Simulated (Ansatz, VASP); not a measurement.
# Cross-check of C215N (N_C) between VASP and Ansatz

Wanted: the spread between two codes on one cell, functional and k mesh. The cell is taken from a series of runs on this material, whose earlier steps may have relaxed, scaled, displaced or heated it; both programs get it as it stands.

Calculated with Ansatz 0.2.0; plane waves, with VASP 6.6.1 beside it; LDA.

## 1. The structure

The cell holds 216 atoms: 215 C and 1 N. Cell: a = 10.595 Å, b = 10.595 Å, c = 10.595 Å, α = 90.0°, β = 90.0°, γ = 90.0°. It derives from C (C (Fd-3m)). Nearest the centre at fractional (0.417, 0.417, 0.417): N216 at 0.13 Å, C108 at 1.40 Å, C107 at 1.55 Å, C105 at 1.55 Å, C106 at 1.55 Å, C103 at 2.47 Å, C111 at 2.47 Å, C102 at 2.48 Å.

## 2. Ansatz: single point, LDA

Ansatz runs on its default PAW (the set named soft_2) files.

With cell and atoms fixed, the geometry can't cause a difference; cores, projectors, grids and the points listed under the comparison can.

input.yaml

```yaml
crystal:
  lattice:
    - [10.59518816, 0.0, 0.0]
    - [0.0, 10.59518816, 0.0]
    - [0.0, 0.0, 10.59518816]
  atoms:
    - { symbol: C, position: [-0.00043887613, -0.00014838747, 0.00014520003] }
    - { symbol: C, position: [-0.00040600312, 0.16646381919, 0.16673997386] }
    - { symbol: C, position: [0.16617137969, -0.00010911314, 0.16673814712] }
    - { symbol: C, position: [0.16622168539, 0.16651328018, -9.21085e-05] }
    - { symbol: C, position: [0.0829064032, 0.0832011385, 0.08336358494] }
    - { symbol: C, position: [0.08295560951, 0.25002064503, 0.24998417655] }
    - { symbol: C, position: [0.24972859987, 0.08324767609, 0.24998508751] }
    - { symbol: C, position: [0.24953282121, 0.24981910294, 0.08314220164] }
    - { symbol: C, position: [-0.00024950176, 4.514894e-05, 0.33341378269] }
    - { symbol: C, position: [-6.386686e-05, 0.1667536018, 0.5000794516] }
    - { symbol: C, position: [0.16646238364, 0.00022468763, 0.50008012577] }
    - { symbol: C, position: [0.16709370325, 0.16738307703, 0.33288319811] }
    - { symbol: C, position: [0.08348478171, 0.08377457347, 0.41688708354] }
    - { symbol: C, position: [0.08333338877, 0.25006065058, 0.58337444968] }
    - { symbol: C, position: [0.24976605707, 0.08362231795, 0.58337095772] }
    - { symbol: C, position: [0.2511813727, 0.25147296405, 0.41727977651] }
    - { symbol: C, position: [-0.00029280643, -9.26765e-06, 0.66685629047] }
    - { symbol: C, position: [-0.00029335275, 0.16658072956, 0.8334400378] }
    - { symbol: C, position: [0.1662928643, -5.60667e-06, 0.83344005517] }
    - { symbol: C, position: [0.1664619924, 0.16675133711, 0.66668416113] }
    - { symbol: C, position: [0.08304589714, 0.08333321117, 0.75010052979] }
    - { symbol: C, position: [0.08299854263, 0.24994259355, 0.91662221018] }
    - { symbol: C, position: [0.24965090881, 0.08328506105, 0.91662477579] }
    - { symbol: C, position: [0.24977410237, 0.25006012272, 0.7498139617] }
    - { symbol: C, position: [-0.00040121725, 0.33316722142, 0.0001075583] }
    - { symbol: C, position: [-0.00057806397, 0.49986798127, 0.16682639092] }
    - { symbol: C, position: [0.16604311312, 0.33286362026, 0.16645489451] }
    - { symbol: C, position: [0.16609642086, 0.49989801658, -1.168842e-05] }
    - { symbol: C, position: [0.08283772346, 0.41668398647, 0.08339019309] }
    - { symbol: C, position: [0.08262448806, 0.58343817346, 0.24999939828] }
    - { symbol: C, position: [0.24920940659, 0.41730227921, 0.24945774676] }
    - { symbol: C, position: [0.24913974611, 0.58344806569, 0.0831973362] }
    - { symbol: C, position: [-0.00038811847, 0.33323521343, 0.33340934828] }
    - { symbol: C, position: [-0.00038864675, 0.50002573077, 0.50019721779] }
    - { symbol: C, position: [0.1666716837, 0.33374349855, 0.49969216897] }
    - { symbol: C, position: [0.16578384012, 0.50005918727, 0.33337629497] }
    - { symbol: C, position: [0.08287131892, 0.41675409656, 0.4166833551] }
    - { symbol: C, position: [0.08296042193, 0.58344842395, 0.58341390983] }
    - { symbol: C, position: [0.25118392686, 0.41614953044, 0.58196225477] }
    - { symbol: C, position: [0.24921219473, 0.58397626324, 0.41613637792] }
    - { symbol: C, position: [-6.137175e-05, 0.33335539815, 0.66667765796] }
    - { symbol: C, position: [-0.00024333068, 0.5000201548, 0.83339002842] }
    - { symbol: C, position: [0.16647077063, 0.33335633906, 0.83320782994] }
    - { symbol: C, position: [0.16709679192, 0.50055135977, 0.66604887263] }
    - { symbol: C, position: [0.08349123676, 0.41654787851, 0.74965580248] }
    - { symbol: C, position: [0.08282177702, 0.5833024579, 0.91680829558] }
    - { symbol: C, position: [0.24956871823, 0.4166214368, 0.9166659419] }
    - { symbol: C, position: [0.249735264, 0.58345204148, 0.7501845618] }
    - { symbol: C, position: [-0.00062796519, 0.66655478413, 0.00023779396] }
    - { symbol: C, position: [-0.0006308474, 0.83319586269, 0.16687831117] }
    - { symbol: C, position: [0.16594858234, 0.66670856317, 0.16672981605] }
    - { symbol: C, position: [0.16613648598, 0.83328311839, 0.00015302631] }
    - { symbol: C, position: [0.08267694031, 0.74996520082, 0.08346846357] }
    - { symbol: C, position: [0.08281556625, 0.9166271841, 0.25013087329] }
    - { symbol: C, position: [0.24913512532, 0.75023807798, 0.24999333085] }
    - { symbol: C, position: [0.24953816696, 0.91656052023, 0.08343548253] }
    - { symbol: C, position: [-0.00058301242, 0.66660810364, 0.33356567975] }
    - { symbol: C, position: [-0.00040404952, 0.83332280326, 0.50026676518] }
    - { symbol: C, position: [0.16604154435, 0.66698062373, 0.50056649778] }
    - { symbol: C, position: [0.16608827783, 0.83345028335, 0.33353633988] }
    - { symbol: C, position: [0.08283177055, 0.75004276234, 0.41674934219] }
    - { symbol: C, position: [0.08299554133, 0.9168048686, 0.58349389357] }
    - { symbol: C, position: [0.24953301435, 0.75029190756, 0.58361503395] }
[... 38 lines left out ...]
    - { symbol: C, position: [0.41611097628, 0.41640634596, 0.08306650821] }
    - { symbol: C, position: [0.41386889951, 0.58191066991, 0.25152430849] }
    - { symbol: C, position: [0.5816214957, 0.41416825004, 0.25152034343] }
    - { symbol: C, position: [0.58250486805, 0.58279664819, 0.0841572667] }
    - { symbol: C, position: [0.3331621259, 0.33345931961, 0.33022621999] }
    - { symbol: C, position: [0.33316259099, 0.50320251269, 0.49997852806] }
    - { symbol: C, position: [0.50291941607, 0.3334437717, 0.49998036783] }
    - { symbol: C, position: [0.49274878132, 0.49304634482, 0.34039033709] }
    - { symbol: "N", position: [0.42342085471, 0.42370485741, 0.40972413165] }
    - { symbol: C, position: [0.41701471745, 0.58396978436, 0.58392680384] }
    - { symbol: C, position: [0.58368525988, 0.41729334678, 0.58392734589] }
    - { symbol: C, position: [0.58161889148, 0.58190889192, 0.41926991828] }
    - { symbol: C, position: [0.33345391381, 0.33374182474, 0.66647640078] }
    - { symbol: C, position: [0.33294933195, 0.50002949599, 0.83353324692] }
    - { symbol: C, position: [0.49974004967, 0.33323556239, 0.83353352958] }
    - { symbol: C, position: [0.49977230028, 0.50005722903, 0.66736008103] }
    - { symbol: C, position: [0.41646717537, 0.41675339304, 0.75027072731] }
    - { symbol: C, position: [0.41621244467, 0.58327189182, 0.91692132892] }
    - { symbol: C, position: [0.58298210333, 0.41650517398, 0.91692269212] }
    - { symbol: C, position: [0.5831471883, 0.58343324447, 0.75051621561] }
    - { symbol: C, position: [0.33276950259, 0.6664711931, 0.0002540814] }
    - { symbol: C, position: [0.33276657915, 0.83318121466, 0.16696568835] }
    - { symbol: C, position: [0.49969086268, 0.66506295088, 0.16837327773] }
    - { symbol: C, position: [0.49959792537, 0.83271904481, 0.00071458782] }
    - { symbol: C, position: [0.41588179342, 0.74899455679, 0.08444082169] }
    - { symbol: C, position: [0.41621177528, 0.91651298877, 0.25016313214] }
    - { symbol: C, position: [0.58250273938, 0.74928091312, 0.2506355634] }
    - { symbol: C, position: [0.58286830487, 0.91623787449, 0.0836912944] }
    - { symbol: C, position: [0.33227205827, 0.66737362803, 0.3336496933] }
    - { symbol: C, position: [0.33283290037, 0.83358488634, 0.50031250759] }
    - { symbol: C, position: [0.49949722006, 0.66737106988, 0.50086988592] }
    - { symbol: C, position: [0.49950233188, 0.83320547094, 0.33363871193] }
    - { symbol: C, position: [0.4161133159, 0.75036499819, 0.41702821684] }
    - { symbol: C, position: [0.41633179848, 0.91677097177, 0.58357838078] }
    - { symbol: C, position: [0.58314925197, 0.75023266202, 0.58400452823] }
    - { symbol: C, position: [0.58297439732, 0.91651146506, 0.41693168033] }
    - { symbol: C, position: [0.33258201233, 0.66697780521, 0.66709862493] }
    - { symbol: C, position: [0.33287764701, 0.83332708941, 0.83354505814] }
    - { symbol: C, position: [0.49957983016, 0.6666077894, 0.83372440872] }
    - { symbol: C, position: [0.49960678375, 0.8334528796, 0.66705395651] }
    - { symbol: C, position: [0.41639638571, 0.75004918801, 0.75031251561] }
    - { symbol: C, position: [0.41622057314, 0.91645138856, 0.91698278337] }
    - { symbol: C, position: [0.58287261846, 0.7497400441, 0.91719608953] }
    - { symbol: C, position: [0.58301386554, 0.91662695454, 0.75032525599] }
    - { symbol: C, position: [0.66626220753, -0.00034107952, 0.0002350153] }
    - { symbol: C, position: [0.66641312866, 0.16624065685, 0.16672887756] }
    - { symbol: C, position: [0.83290262616, -0.0003414292, 0.16687834059] }
    - { symbol: C, position: [0.83298850487, 0.1664255073, 0.00015352006] }
    - { symbol: C, position: [0.7496716397, 0.0829679043, 0.08346873825] }
    - { symbol: C, position: [0.74994321767, 0.24943085831, 0.24999285263] }
    - { symbol: C, position: [0.91632947075, 0.08310767734, 0.25012814622] }
    - { symbol: C, position: [0.91626555583, 0.24983205459, 0.08343765228] }
    - { symbol: C, position: [0.66631529123, -0.00029230757, 0.33356524587] }
    - { symbol: C, position: [0.66668998226, 0.16632785791, 0.50057112284] }
    - { symbol: C, position: [0.83303651762, -0.00011560825, 0.50026780199] }
    - { symbol: C, position: [0.8331559087, 0.16638372228, 0.33353589263] }
    - { symbol: C, position: [0.74975272897, 0.08311949349, 0.41674879862] }
    - { symbol: C, position: [0.75000695665, 0.24981618243, 0.58361344148] }
    - { symbol: C, position: [0.91652327338, 0.0832803624, 0.58349348031] }
    - { symbol: C, position: [0.91647902384, 0.24985281334, 0.41681314273] }
    - { symbol: C, position: [0.66640500885, -0.00011344456, 0.66697045863] }
    - { symbol: C, position: [0.66640797819, 0.16646392768, 0.83354548215] }
    - { symbol: C, position: [0.83300046782, -0.00015051994, 0.83358320808] }
    - { symbol: C, position: [0.83323963588, 0.16650882475, 0.66692107194] }
    - { symbol: C, position: [0.74978477129, 0.0831971935, 0.75023444812] }
    - { symbol: C, position: [0.74970658832, 0.24983054946, 0.91687650844] }
    - { symbol: C, position: [0.91633485708, 0.0831988432, 0.91681195188] }
    - { symbol: C, position: [0.91652138007, 0.2499400027, 0.75014882183] }
    - { symbol: C, position: [0.66618314937, 0.33306091168, 0.00025419321] }
    - { symbol: C, position: [0.66476975141, 0.49998451982, 0.16837318518] }
    - { symbol: C, position: [0.8328876954, 0.33306294738, 0.16696629004] }
    - { symbol: C, position: [0.83243059992, 0.49988784422, 0.00071569322] }
    - { symbol: C, position: [0.74870423843, 0.41617503444, 0.08444048448] }
    - { symbol: C, position: [0.74898823286, 0.58279405147, 0.25063869321] }
    - { symbol: C, position: [0.91622254332, 0.41650316048, 0.25016668743] }
    - { symbol: C, position: [0.91594914575, 0.58315399967, 0.08369150405] }
    - { symbol: C, position: [0.66707769141, 0.33256367169, 0.33364783306] }
    - { symbol: C, position: [0.6670790018, 0.49978295729, 0.50086713481] }
    - { symbol: C, position: [0.83329583977, 0.33311845323, 0.50031021475] }
    - { symbol: C, position: [0.83291375402, 0.49979464192, 0.33364038366] }
    - { symbol: C, position: [0.75007704451, 0.41640038118, 0.41702914239] }
    - { symbol: C, position: [0.74994791431, 0.5834410034, 0.58400611525] }
    - { symbol: C, position: [0.91647804186, 0.41662092029, 0.58358030981] }
    - { symbol: C, position: [0.91622110858, 0.58326979623, 0.41693248646] }
    - { symbol: C, position: [0.66669141447, 0.33286440535, 0.66710025472] }
    - { symbol: C, position: [0.66632455296, 0.49986905845, 0.83372561177] }
    - { symbol: C, position: [0.83303643923, 0.33316550951, 0.83354485242] }
    - { symbol: C, position: [0.83316030305, 0.49989689154, 0.66705339275] }
    - { symbol: C, position: [0.74975591181, 0.41668720346, 0.75031169252] }
    - { symbol: C, position: [0.74945396956, 0.58315924729, 0.91719653828] }
    - { symbol: C, position: [0.91616083203, 0.41650957589, 0.91698401847] }
    - { symbol: C, position: [0.91633634137, 0.58330214637, 0.75032577837] }
    - { symbol: C, position: [0.66609166417, 0.66637901541, 0.00062938898] }
    - { symbol: C, position: [0.66608773008, 0.83280466916, 0.16705503484] }
    - { symbol: C, position: [0.83251725353, 0.66637685153, 0.16705510723] }
    - { symbol: C, position: [0.8328436514, 0.83313276107, 0.00029870661] }
    - { symbol: C, position: [0.74943474991, 0.74972177524, 0.08371143578] }
    - { symbol: C, position: [0.74944702885, 0.9162352324, 0.25027554663] }
    - { symbol: C, position: [0.91594631134, 0.74973970838, 0.25027475646] }
    - { symbol: C, position: [0.91618665429, 0.91647671497, 0.0835260233] }
    - { symbol: C, position: [0.66476974669, 0.66505967111, 0.33344689263] }
    - { symbol: C, position: [0.66617725567, 0.83317689858, 0.50037360318] }
    - { symbol: C, position: [0.83288773814, 0.6664668244, 0.50037477676] }
    - { symbol: C, position: [0.83242785927, 0.83271842496, 0.33354502836] }
    - { symbol: C, position: [0.74870057365, 0.74899144595, 0.41725961412] }
    - { symbol: C, position: [0.74970646729, 0.91655432141, 0.58360271683] }
    - { symbol: C, position: [0.91626743594, 0.74999585546, 0.58360332387] }
    - { symbol: C, position: [0.91615945059, 0.91644759219, 0.4169226969] }
    - { symbol: C, position: [0.66641460432, 0.66670343092, 0.66719301261] }
    - { symbol: C, position: [0.66626262589, 0.83319909348, 0.83377191859] }
    - { symbol: C, position: [0.83290893506, 0.66655700627, 0.83377397674] }
    - { symbol: C, position: [0.83299149849, 0.83327963693, 0.66700994488] }
    - { symbol: C, position: [0.74967408304, 0.74996478819, 0.75046448198] }
    - { symbol: C, position: [0.74961812254, 0.91647741053, 0.91695503335] }
    - { symbol: C, position: [0.9161898384, 0.74990744522, 0.91695779414] }
    - { symbol: C, position: [0.91633198753, 0.91661967133, 0.75023607971] }
  host:
    repeats: [3, 3, 3]
    atoms:
      - { symbol: C, position: [0.0, 0.0, 0.0] }
      - { symbol: C, position: [0.0, 0.5, 0.5] }
      # ... 6 more atoms of the perfect host
basis:
  ecutwfc: 420
  xc_grid: 2
hamiltonian:
  xc: lda
kpoints:
  mp_grid: { grid: [1, 1, 1] }
magnetization:
  spin_polarized: true
  initial_magnetization: 1
  spin_locking: { lock_magnetization: hard }
scf:
  occupations: { method: fermi_dirac, width: 0.01 }
  max_iter: 60
output:
  forces: true
  charged_corrections:
    epsilon: 5.87
    static_epsilon: 5.87
    defect_position: [0.416667, 0.416667, 0.416667]
checkpoint:
  read: "../q0_M1.relax_smeared.run"
  write: "../cc1.q0_M1.l1.6.run"
  compress: false
  write_wavefunctions: false
  write_every: 100000
```

The run is started by

```sh
$ ansatz run input.yaml --threads 4 --pin off --max-ram 18841MiB --backend cpu --events-out ev --progress --plain --runs-dir out
```

Log:

```text
Warning: the atoms were moved onto the symmetric positions of the space group found under crystal.symmetry.tolerance 1.0e-5 (fractional; no operation is sought that the atoms, as they stand in a round, miss by more than twice it, and no atom is moved by as much as it), and the run uses the moved positions. Before a round's move an operation carried an atom to 1.66e-4 Å from where it should land, the largest such dist [...]
[...]
k-point 0 ↓: bands = ["-8.9852", "-7.9440", "-7.0830", "-7.0830", "-7.0578", "-7.0418", "-7.0418", "-6.7201", "-6.0936", "-6.0936", "-6.0636", "-6.0434", "-6.0434", "-6.0275", "-6.0213", "-6.0111", "-6.0111", "-6.0082", "-6.0082", "-5.4410", "-5.0459", "-5.0459", "-5.0358", "-5.0289", "-5.0289", "-5.0281", "-5.0159", "-4.5334", "-4.0400", "-4.0400", "-4.0139", "-4.0079", "-4.0079", "-3.7494", "-3.1609", "-3.1609",  [...]
```

[end of part 1 of 2]

[Lines on the potential files, build, host, timing and source positions are cut from VASP's logs without a mark.]

[Logs are printed without paths, hosts, clocks, repeated set-up lines and the standing remarks that a program may print on its own settings, such as how far it seeks lower states.]

[Hosts, paths, dates, database ids (printed as entryN), source tags and the programs' standing remarks are cut or masked in the printed files.]
